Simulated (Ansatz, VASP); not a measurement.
**Fe in VASP and in Ansatz**

```
Fe
1.0
     2.41198    0.00000    0.00000
     0.00000    2.41198    0.00000
     0.00000    0.00000    2.41198
Fe
1
Direct
  0.00000 0.00000 0.00000
```

Alike in both runs: functional r2SCAN; k mesh 22 × 22 × 22; occupations gaussian, width 0.1 eV; collinear spin.

Ansatz relaxed the structure, and its values are those at the end. VASP's run is a single point on that final structure, the one shown.

```csv
,VASP,Ansatz
version,VASP 6.6.1,Ansatz 0.2.0
potentials or method,"VASP PAW PBE potentials, release 64 (Fe)","scalar-relativistic, plane waves, PAW"
plane-wave cutoff (eV),520,500
valence electrons in the cell,8,16
```

|  | VASP | Ansatz | Ansatz less VASP |
| --- | --- | --- | --- |
| gap on the k mesh at the Fermi level (eV) | none | none | - |
| pressure (GPa) | -0.3 | 0.0 | +0.35 |
| net moment per atom (μB) | 2.90 | 2.91 | +0.006 |
| size of the moment on the site where the two differ most (μB) | 2.93 | 2.93 | +0.004 |

Site moments also hang on the region over which each program counts them. A gap of «none» marks a metal or a gap that the smearing closes. The functional is the same, so the differences come from potentials, cutoffs and numerics. The two sets of potentials don't hold the same shells in valence.

Caveats: the PAW data sets were made with another functional, which shifts forces and pressure a little (VASP).
